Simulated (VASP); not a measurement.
A convergence study with VASP on RuO$_{2}$ (rutile): one setting is varied, all else stays as given below, so the limit is that of these other settings. Each run relaxes cell and ions from the cell shown. The basis is that of the starting cell, so low cut-offs carry a Pulay error.

```
RuO2
1.0
    4.49000     0.00000     0.00000
    0.00000     4.49000     0.00000
    0.00000     0.00000     3.11000
Ru O
2 4
Direct
  0.00000   0.00000   0.00000
  0.50000   0.50000   0.50000
  0.30600   0.30600   0.00000
  0.80600   0.19400   0.50000
  0.19400   0.80600   0.50000
  0.69400   0.69400   0.00000
```

The numbers are results of PBE GGA, VASP's PBE PAW potentials (set 64) (plane waves; VASP), not measurements. The tightest run used: 800 eV cut-off, 6×6×8 Γ-centred mesh, first-order Methfessel-Paxton smearing of 0.10 eV, potentials Ru_pv O.

```csv
setting,relaxed volume (Å³/atom),E (eV/atom),plane waves
ENCUT = 250,8.787,-8.2256,576
ENCUT = 300,9.502,-7.6655,760
ENCUT = 350,10.036,-7.4785,948
ENCUT = 400,10.391,-7.4401,1166
ENCUT = 450,10.574,-7.4313,1379
```

Q: These are the cheaper rows. Estimate the results at ENCUT = 800, and how far the last row shown lies from them.

A: 
| quantity | tightest run | last row shown is off by |
|---|---|---|
| relaxed volume (Å³/atom) | 10.643 | -0.069 |
| E (eV/atom) | -7.4347 | 0.0034 |

Left out are rungs that failed or repeat a setting and relaxations that didn't move; long series are thinned to 24 rows.

The compound is RuO2 in the rutile structure.
